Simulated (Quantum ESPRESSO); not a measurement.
Crystal: LiCl.

```
Cl Li
1.0
     0.00000    2.56477    2.56477
     2.56477    0.00000    2.56477
     2.56477    2.56477    0.00000
Cl Li
1 1
Direct
  0.50000 0.50000 0.50000
  0.00000 0.00000 0.00000
```

| Quantity | Value |
| --- | --- |
| Program | Quantum ESPRESSO 7.5 |
| Task | phonons |
| Functional | PBE |
| Potentials or basis | SSSP 1.3 efficiency PBE |
| Cutoff | 748 eV |
| Density cutoff | 5987 eV |
| k mesh | 6 × 6 × 6, shifted |
| Occupations | fermi-dirac, width 0.05 eV |
| Spin | no spin polarisation |
| Mixing beta | 0.5 |
| Most SCF iterations | 120 |
| SCF threshold | 4e-10 Ry |

The first run showed a gap, so the response started from a second, tighter run with fixed occupations.

Problem. How polar is the lattice: what are the Born charges, the two dielectric constants and the LO-TO splitting?

Solution. Born charges ±1.19 e; dielectric constants 2.96 (electrons alone) and 14.35 (static); transverse and longitudinal modes at 176 and 388 cm⁻¹.
